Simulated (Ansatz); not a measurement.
I need a frozen displacement of one atom of PbS, space group Fm-3m. Use Ansatz's Python interface. Level of theory (first run): PBE, PAW, cutoff 420 eV, 6×6×6 k-points, Fermi-Dirac smearing of 0.1 eV.

```
Pb S
1.0
     0.00000    2.96575    2.96575
     2.96575    0.00000    2.96575
     2.96575    2.96575    0.00000
Pb S
1 1
Direct
  0.00000 0.00000 0.00000
  0.50000 0.50000 0.50000
```

The script, `push_pbs.py`:
```python
"""Energy and force of PbS as one atom is pushed off its site."""

import argparse

import ansatz
import numpy as np

parser = argparse.ArgumentParser(description="Energy and force of PbS as one atom is pushed off its site.")
parser.add_argument("--ecut", type=float, required=True, help="plane-wave cutoff (eV)")
parser.add_argument("--kmesh", type=int, nargs=3, default=[6, 6, 6], help="k-point sampling")
parser.add_argument("--filling", required=True, help="how the bands are filled")
args = parser.parse_args()

structure = (
    ansatz.Lattice.of((0.0, 2.96575, 2.96575), (2.96575, 0.0, 2.96575), (2.96575, 2.96575, 0.0))
    .atom("Pb", (0.0, 0.0, 0.0))
    .atom("S", (0.5, 0.5, 0.5))
)

inverse = np.linalg.inv(np.array(structure.lattice.vectors))
home = np.array(structure.sites[0].position)
values = np.linspace(-0.1, 0.1, 5)
energies, pulls = [], []
for shift in values:
    moved = structure.move(0, to=home + shift * inverse[2])
    calculation = moved.calculation()
    calculation = calculation.basis(args.ecut)
    calculation = calculation.kpoints(*args.kmesh)
    calculation = calculation.occupations(args.filling).forces()
    summary = calculation.run().report
    energies.append(summary["free_energy_ev"])
    pulls.append(summary["forces_ev_ang"][0][2])

# the force is minus the slope of the free energy
print("shift (A)   dE (eV)   force along z (eV/A)")
for shift, e, f in zip(values, energies, pulls):
    print(f"{shift:8.3f} {e - energies[2]:10.5f} {f:12.4f}")
print(f"stiffness from energies {2 * np.polyfit(values, energies, 2)[0]:.3f}, from forces {-np.polyfit(values, pulls, 1)[0]:.3f} eV/A^2")
```

```console
$ python push_pbs.py --ecut 420.0 --filling Fermi-Dirac
shift (A)   dE (eV)   force along z (eV/A)
  -0.100    0.00251       0.0582
  -0.050    0.00055       0.0230
   0.000    0.00000       0.0000
   0.050    0.00055      -0.0230
   0.100    0.00251      -0.0582
stiffness from energies 0.510, from forces 0.558 eV/A^2
```

What to keep in mind:
- Of the deposited cell: the entry's cell lengths or inner coordinates differ somewhat from later room-temperature determinations.
- Spin-orbit coupling, which matters for elements this heavy, is left out.
- No functional is typed, so the default, PBE, holds.
- The starting cell is as deposited in a crystallographic database; the results hold for this polymorph, which needn't be the stable one.
- All periodic images of the atom move with it, so the curvature is one diagonal element of the zone-centre force constants and no normal mode; a positive value doesn't exclude soft modes in which several atoms move.
- Finished in 9.2 s on 1 thread of Arm Neoverse V1 (shared host), peak memory 0.38 GiB.
